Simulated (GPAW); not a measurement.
**BN (Qingsongite): G0W0 on several meshes in GPAW**

Aim: the GW shift of BN (Qingsongite) against the k mesh.

Calculated with GPAW 26.7.0; PBE and many-body steps on it, plane waves.

**1. The starting structure**

It takes space group F-43m (No. 216, cubic). The conventional cell has a = 3.615 Å, b = 3.615 Å, c = 3.615 Å, α = 90.00°, β = 90.00°, γ = 90.00°. Nearest to B lie 4 N at 1.57 Å. N has 4 B at 1.57 Å nearest. Farther neighbours and most contacts between anions are not listed.

Structure file:

```xyz
2
Lattice="0.0000 1.8075 1.8075 1.8075 0.0000 1.8075 1.8075 1.8075 0.0000" Properties=species:S:1:pos:R:3 pbc="T T T"
B     0.0000    0.0000    0.0000
N     0.9037    0.9038    0.9037
```

The cell and positions come from the Crystallography Open Database and are kept as given unless a step says otherwise.

**2. Empty states on the mesh, 8×8×8 mesh, 185 bands**

This step: GPAW 26.7.0; DFT, PBE, plane waves, PAW.

The sums over transitions need many empty states on a uniform mesh; this step solves for them.

Contents of run.py:

```python
import json
import numpy as np
from gpaw.mpi import world
from gpaw import GPAW

calc = GPAW('gs.gpw').fixed_density(kpts={'size': (8, 8, 8), 'gamma': True},
    parallel={'domain': 1, 'band': 1},
    txt='nscf.txt')
calc.diagonalize_full_hamiltonian(nbands=185)
calc.write('full.gpw', mode='all')
res = {}
kpts = calc.get_ibz_k_points()
res['kpts'] = kpts
res['eigenvalues'] = [calc.get_eigenvalues(kpt=k) for k in range(len(kpts))]
res['n_electrons'] = calc.get_number_of_electrons()

if world.rank == 0:
    with open('result.json', 'w') as f:
        json.dump(res, f, default=lambda x: x.tolist())
```

On the command line:

```bash
> mpirun -n 4 gpaw python run.py
```

Numbers of over 12 decimals in the logs are rounded to 6 here.

The log of the run:

```text
Diagonalizing LCAO Hamiltonian
Converting LCAO to pw mode
convergence criteria:
- Maximum integral of absolute [eigenst]ate change: 4e-08 eV^2 / valence electron
maximum number of iterations: 100

SCF iterations
|iter     |     time |      energy | eigst |  dens |
|iter:   1|  |             | +1.31 |       |
|iter:   2|  |             | -0.43 |       |
|iter:   3|  |             | -2.62 |       |
|iter:   4|  |             | -4.35 |       |
|iter:   5|  |             | -6.15 |       |
|iter:   6|  |             | -7.59c|       |
SCF steps: 6
  __  _  _
 | _ |_)|_||  |
 |__||  | ||/\| - 26.7.0

Input parameters:
  mode=PW(ecut=600.0),
  convergence={'density': 1e-06, 'bands': -3},
  gpts=array([15, 15, 15]),
  kpts=MonkhorstPack(size=(8, 8, 8), gamma=True),
  maxiter=100,
  nbands=11,
  occupations=Occupations(name='fermi-dirac', width=0.001, fixmagmom=False),
  parallel={'domain': 1, 'band': 1},
  xc=XC(name='PBE')
Matrix size: 411x411
# Writing to full.gpw (mode='all')
  [... matrices ...]

timing:  # [seconds]
  Total: 0.888  # ━━━━━━━━━━━━━━━━━━━━━━━━━━━━━━━━━━━━━━━━━━━━━━━━━━━━━━━━━━━
```

It took 4.1 s on 4 MPI ranks of Intel Xeon Platinum 8488C (Sapphire Rapids), shared host; peak memory 0.7 GiB; 15 s of CPU time.

This step gave:

| Quantity | Value |
| --- | --- |
| gap | 4.457 eV |
| k of the valence top | 0, 0, 0 |
| k of the conduction bottom | 0.5, 0.5, 0 |
| least direct gap | 8.828 eV |
| k points computed | 29 |
| lowest point of the top converged band, above the valence top | 326.8667 eV |

On this mesh the gap is 4.457 eV.

**3. 8×8×8**

Now the one-shot GW correction: screening in the RPA, then the self-energy of the levels asked for.

This step: G0W0 on PBE, plane waves, PAW.

Contents of run.py:

```python
import json
import numpy as np
from gpaw.mpi import world
from gpaw.response.g0w0 import G0W0

gw = G0W0('full.gpw',
    filename='gw',
    kpts=[0, 24],
    bands=(2, 6),
    ecut=210,
    nbands=81,
    integrate_gamma='WS',
    ppa=True)
gw.calculate()
res = {mode: {k: v for k, v in r.items() if k != 'sigma_eskwn'}
       for mode, r in gw.all_results.items()}

if world.rank == 0:
    with open('result.json', 'w') as f:
        json.dump(res, f, default=lambda x: x.tolist())
```

On the command line:

```bash
> mpirun -n 4 gpaw python run.py
```

The log of the run:

```text
Using integrator: PointIntegrator
FrequencyGridDescriptor(from 0.000+0.000j to 0.000+27.211j eV, 2 points)
Nonperiodic BCs:  [False False False]
Using integrator: PointIntegrator
FrequencyGridDescriptor(from 0.000+0.000j to 0.000+27.211j eV, 2 points)
Nonperiodic BCs:  [False False False]
  ___  _ _ _
 |   || | | |
 | | || | | |
 |__ ||_____|
 |___|

BZ k-points: Symmetries present (total): 24

  [... matrices ...]
512 k-points: 8 x 8 x 8 Monkhorst-Pack grid + [1/16,1/16,1/16]
29 k-points in the irreducible part of the Brillouin zone
       k-points in crystal coordinates                weights
   0:     0.00000000    0.00000000    0.00000000          1/512
   1:     0.12500000    0.12500000    0.00000000          6/512
   2:     0.12500000    0.12500000    0.12500000          8/512
   3:     0.25000000    0.12500000    0.12500000         12/512
   4:     0.25000000    0.25000000    0.00000000          6/512
   5:     0.25000000    0.25000000    0.12500000         24/512
   6:     0.25000000    0.25000000    0.25000000          8/512
   7:     0.37500000    0.25000000   -0.37500000         24/512
   8:     0.37500000    0.25000000    0.12500000         24/512
   9:     0.37500000    0.25000000    0.25000000         24/512
          ...
  28:     0.50000000    0.50000000    0.50000000          4/512

Distributing spins, k-points and bands (1 x 2 x 4) over 4 processes
Number of blocks: 1

Quasi particle states:
k-points (IBZ indices): [0, 24]
Band range: (2, 6)
  [... matrices ...]
Computational parameters:
Plane wave cut-off: 210 eV
Number of bands: 81
Coulomb cutoff: None
Broadening: 0.1 eV

fxc modes: GW
Kernel: RPA
Using Godby-Needs plasmon-pole approximation:
  Fitting energy: i*E0, E0 = 1.000 Hartree
Summing all q:

Calculating screened Coulomb potential
No Coulomb truncation
FrequencyGridDescriptor(from 0.000+0.000j to 0.000+27.211j eV, 2 points)
Removing empty qpoint cache files...

Calculating chi0 body with:
    Ground state adapter containing:
    Number of spins: 1
    Number of kpoints: 512
    Number of irreducible kpoints: 29
    Number of completely occupied states: 4
    Number of partially occupied states: 4
    Occupied states memory: 0.205994 M / cpu

    Linear response parametrization:
    q_c: [0.0, 0.0, 0.0]
    Number of frequency points: 2
    Planewave cutoff: 210.0
    Number of bands: 81
    Number of planewaves: 65
    Broadening (eta): 1e-06
    comm.size: 4
    kncomm.size: 4
    blockcomm.size: 1

    Memory estimate of potentially large arrays:
        chi0_wGG: 0.128937 M / cpu
Integrating chi0 body.

Symmetries of q_c:
    Direct symmetries (Uq -> q): 24
    Indirect symmetries (TUq -> q): 24
In total 48 allowed symmetries.

  [... matrices ...]
29 groups of equivalent kpoints. 94.3359375% reduction.

Integral kind: response function
Integrating chi0 head and wings.

Symmetries of q_c:
    Direct symmetries (Uq -> q): 24
    Indirect symmetries (TUq -> q): 24
In total 48 allowed symmetries.

  [... matrices ...]
29 groups of equivalent kpoints. 94.3359375% reduction.

Integral kind: response function wings

Calculating chi0 body with:
    Ground state adapter containing:
    Number of spins: 1
    Number of kpoints: 512
    Number of irreducible kpoints: 29
    Number of completely occupied states: 4
    Number of partially occupied states: 4
    Occupied states memory: 0.205994 M / cpu

[... the further q-points ...]

Results:
f:      Occupation numbers
eps:     KS-eigenvalues [eV]
vxc:     KS vxc [eV]
exx:     Exact exchange [eV]
sigma:   Self-energies [eV]
dsigma:  Self-energy derivatives
Z:       Renormalization factors
qp:      QP-energies [eV]

k-point 0 (0): (0.000, 0.000, 0.000)                GW
band       f     eps     vxc     exx   sigma  dsigma       Z      qp
                                                                   GW
   2   1.000  10.095 -19.276 -22.790   2.429  -0.211   0.826   9.199
   3   1.000  10.095 -19.276 -22.790   2.429  -0.211   0.826   9.199
   4   0.000  18.923 -14.662  -7.966  -5.186  -0.186   0.843  20.195
   5   0.000  18.923 -14.662  -7.966  -5.186  -0.186   0.843  20.195

k-point 1 (24): (0.500, 0.500, 0.000)                GW
band       f     eps     vxc     exx   sigma  dsigma       Z      qp
                                                                   GW
   2   1.000   5.196 -17.087 -22.204   3.470  -0.226   0.816   3.852
   3   1.000   5.196 -17.087 -22.204   3.470  -0.226   0.816   3.852
   4   0.000  14.552 -13.270  -8.053  -4.436  -0.171   0.854  15.220
   5   0.000  19.330 -13.926  -7.948  -5.000  -0.176   0.851  20.161
```

Elapsed: 58 s, on 4 MPI ranks; peak memory 0.95 GiB.

Numbers from this step:

| Quantity | Value |
| --- | --- |
| G0W0 gap on the points computed | 6.021 eV |
| least direct G0W0 gap on the computed points | 11.00 eV |
| Z at the valence top | 0.8258 |
| Z at the conduction bottom | 0.8543 |
| starting gap on the mesh | 4.457 eV |
| k of the valence top | 0, 0, 0 |
| k of the conduction bottom | 0.5, 0.5, 0 |

The gap on the mesh goes from 4.46 eV to 6.02 eV, a correction of +1.56 eV.

**4. Empty states on the mesh, 6×6×6 mesh, 91 bands**

This step: DFT, PBE, plane waves, PAW.

Contents of run.py:

```python
import json
import numpy as np
from gpaw.mpi import world
from gpaw import GPAW

calc = GPAW('gs.gpw').fixed_density(kpts={'size': (6, 6, 6), 'gamma': True},
    parallel={'domain': 1, 'band': 1},
    txt='nscf.txt')
calc.diagonalize_full_hamiltonian(nbands=91)
calc.write('full.gpw', mode='all')
res = {}
kpts = calc.get_ibz_k_points()
res['kpts'] = kpts
res['eigenvalues'] = [calc.get_eigenvalues(kpt=k) for k in range(len(kpts))]
res['n_electrons'] = calc.get_number_of_electrons()

if world.rank == 0:
    with open('result.json', 'w') as f:
        json.dump(res, f, default=lambda x: x.tolist())
```

On the command line:

```bash
> mpirun -n 4 gpaw python run.py
```

The log of the run:

```text
Diagonalizing LCAO Hamiltonian
Converting LCAO to pw mode
convergence criteria:
- Maximum integral of absolute [eigenst]ate change: 4e-08 eV^2 / valence electron
maximum number of iterations: 100

SCF iterations
|iter     |     time |      energy | eigst |  dens |
|iter:   1|  |             | +1.31 |       |
|iter:   2|  |             | -0.44 |       |
|iter:   3|  |             | -2.56 |       |
|iter:   4|  |             | -4.25 |       |
|iter:   5|  |             | -5.96 |       |
|iter:   6|  |             | -7.36 |       |
|iter:   7|  |             | -8.33c|       |
SCF steps: 7
  __  _  _
 | _ |_)|_||  |
 |__||  | ||/\| - 26.7.0

Input parameters:
  mode=PW(ecut=600.0),
  convergence={'density': 1e-06, 'bands': -3},
  gpts=array([15, 15, 15]),
  kpts=MonkhorstPack(size=(6, 6, 6), gamma=True),
  maxiter=100,
  nbands=11,
  occupations=Occupations(name='fermi-dirac', width=0.001, fixmagmom=False),
  parallel={'domain': 1, 'band': 1},
  xc=XC(name='PBE')
Matrix size: 411x411
# Writing to full.gpw (mode='all')
  [... matrices ...]

timing:  # [seconds]
  Total: 0.404  # ━━━━━━━━━━━━━━━━━━━━━━━━━━━━━━━━━━━━━━━━━━━━━━━━━━━━━━━━━━━
```

The job ended after 3.6 s (4 MPI ranks; peak memory 0.5 GiB).

This step gave:

* gap: 4.457 eV
* k of the valence top: 0, 0, 0
* k of the conduction bottom: 0.5, 0.5, 0
* least direct gap: 8.828 eV
* k points computed: 16
* lowest point of the top converged band, above the valence top: 190.0275 eV

On this mesh the gap is 4.457 eV.

**5. 6×6×6**

This step: G0W0 on PBE, plane waves, PAW.

Contents of run.py:

```python
import json
import numpy as np
from gpaw.mpi import world
from gpaw.response.g0w0 import G0W0

gw = G0W0('full.gpw',
    filename='gw',
    kpts=[0, 12],
    bands=(2, 6),
    ecut=210,
    nbands=81,
    integrate_gamma='WS',
    ppa=True)
gw.calculate()
res = {mode: {k: v for k, v in r.items() if k != 'sigma_eskwn'}
       for mode, r in gw.all_results.items()}

if world.rank == 0:
    with open('result.json', 'w') as f:
        json.dump(res, f, default=lambda x: x.tolist())
```

On the command line:

```bash
> mpirun -n 4 gpaw python run.py
```

The log of the run:

```text
Using integrator: PointIntegrator
FrequencyGridDescriptor(from 0.000+0.000j to 0.000+27.211j eV, 2 points)
Nonperiodic BCs:  [False False False]
Using integrator: PointIntegrator
FrequencyGridDescriptor(from 0.000+0.000j to 0.000+27.211j eV, 2 points)
Nonperiodic BCs:  [False False False]
  ___  _ _ _
 |   || | | |
 | | || | | |
 |__ ||_____|
 |___|

BZ k-points: Symmetries present (total): 24

  [... matrices ...]
216 k-points: 6 x 6 x 6 Monkhorst-Pack grid + [1/12,1/12,1/12]
16 k-points in the irreducible part of the Brillouin zone
       k-points in crystal coordinates                weights
   0:     0.00000000    0.00000000    0.00000000          1/216
   1:     0.16666667    0.16666667    0.00000000          6/216
   2:     0.16666667    0.16666667    0.16666667          8/216
[...]
9:     0.50000000    0.33333333   -0.16666667         12/216
          ...
  15:     0.50000000    0.50000000    0.50000000          4/216

Distributing spins, k-points and bands (1 x 2 x 4) over 4 processes
Number of blocks: 1

Quasi particle states:
k-points (IBZ indices): [0, 12]
Band range: (2, 6)
  [... matrices ...]
Computational parameters:
Plane wave cut-off: 210 eV
Number of bands: 81
Coulomb cutoff: None
Broadening: 0.1 eV

fxc modes: GW
Kernel: RPA
Using Godby-Needs plasmon-pole approximation:
  Fitting energy: i*E0, E0 = 1.000 Hartree
Summing all q:

Calculating screened Coulomb potential
No Coulomb truncation
FrequencyGridDescriptor(from 0.000+0.000j to 0.000+27.211j eV, 2 points)
Removing empty qpoint cache files...

Calculating chi0 body with:
    Ground state adapter containing:
    Number of spins: 1
    Number of kpoints: 216
    Number of irreducible kpoints: 16
    Number of completely occupied states: 4
[...]
Number of frequency points: 2
    Planewave cutoff: 210.0
    Number of bands: 81
    Number of planewaves: 65
    Broadening (eta): 1e-06
    comm.size: 4
    kncomm.size: 4
    blockcomm.size: 1

    Memory estimate of potentially large arrays:
        chi0_wGG: 0.128937 M / cpu
Integrating chi0 body.

Symmetries of q_c:
    Direct symmetries (Uq -> q): 24
    Indirect symmetries (TUq -> q): 24
In total 48 allowed symmetries.

  [... matrices ...]
16 groups of equivalent kpoints. 92.592593% reduction.

Integral kind: response function
Integrating chi0 head and wings.

Symmetries of q_c:
    Direct symmetries (Uq -> q): 24
    Indirect symmetries (TUq -> q): 24
In total 48 allowed symmetries.

  [... matrices ...]
16 groups of equivalent kpoints. 92.592593% reduction.

Integral kind: response function wings

Calculating chi0 body with:
    Ground state adapter containing:
    Number of spins: 1
    Number of kpoints: 216
    Number of irreducible kpoints: 16
    Number of completely occupied states: 4
    Number of partially occupied states: 4
[... the further q-points ...]

Results:
f:      Occupation numbers
eps:     KS-eigenvalues [eV]
vxc:     KS vxc [eV]
exx:     Exact exchange [eV]
sigma:   Self-energies [eV]
dsigma:  Self-energy derivatives
Z:       Renormalization factors
qp:      QP-energies [eV]

k-point 0 (0): (0.000, 0.000, 0.000)                GW
band       f     eps     vxc     exx   sigma  dsigma       Z      qp
                                                                   GW
   2   1.000  10.095 -19.276 -22.809   2.445  -0.211   0.826   9.196
   3   1.000  10.095 -19.276 -22.809   2.445  -0.211   0.826   9.196
   4   0.000  18.923 -14.662  -7.956  -5.196  -0.187   0.843  20.195
[...]
k-point 1 (12): (0.500, 0.500, 0.000)                GW
band       f     eps     vxc     exx   sigma  dsigma       Z      qp
                                                                   GW
[...]
4   0.000  14.552 -13.270  -8.037  -4.450  -0.171   0.854  15.221
   5   0.000  19.330 -13.926  -7.940  -5.009  -0.176   0.851  20.161
```

The job ended after 21 s (4 MPI ranks; peak memory 0.98 GiB).

Numbers from this step:

| Item | Value |
| --- | --- |
| G0W0 gap on the points computed | 6.025 eV |
| least direct G0W0 gap on the computed points | 11.00 eV |
| Z at the valence top | 0.8258 |
| Z at the conduction bottom | 0.8541 |
| starting gap on the mesh | 4.457 eV |
| k of the valence top | 0, 0, 0 |
| k of the conduction bottom | 0.5, 0.5, 0 |

Against G0W0 in GPAW (8×8×8 mesh, 81 bands, screening to 210 eV, Godby-Needs plasmon pole), the gap moves by +0.004 eV.

**6. Side by side**

Times are wall times on 4 MPI ranks of Intel Xeon Platinum 8488C (Sapphire Rapids), shared host, good to a factor of about two.

```tsv
run	mesh	bands	screening cutoff (eV)	DFT gap (eV)	gap on the mesh (eV)	direct (eV)	time
8×8×8	8×8×8	81	210	4.457	6.021	10.996	58 s
6×6×6	6×6×6	81	210	4.457	6.025	10.999	21 s
```

**7. Results**

```yaml
8x8x8: 6.021 eV
6x6x6: 6.025 eV
known_limits: not at the basis limit; coarse k mesh
```

6×6×6: +0.004 eV against 8×8×8. Bands and cutoff are finite, so the gap is not at the basis limit. The miss can reach some tenths of an eV and take either sign; the mesh is an error of its own. These stock PAW sets were not made for GW. In the G0W0 runs levels were corrected at 2 k points alone, so a gap called «on the mesh» is the least over those, and an edge elsewhere would be missed.

[Paths, hosts, dates, memory and timing lines, banners, echoed tables and standing remarks are left out of the program output.]

[Logs are printed without paths, hosts, clocks, repeated set-up lines and the standing remarks that a program may print on its own settings, such as how far it seeks lower states.]

[Runs of the session that timed out or met a known fault of the program may be left out.]

[Hosts, paths, dates, database ids (printed as entryN), source tags and the programs' standing remarks are cut or masked in the printed files.]
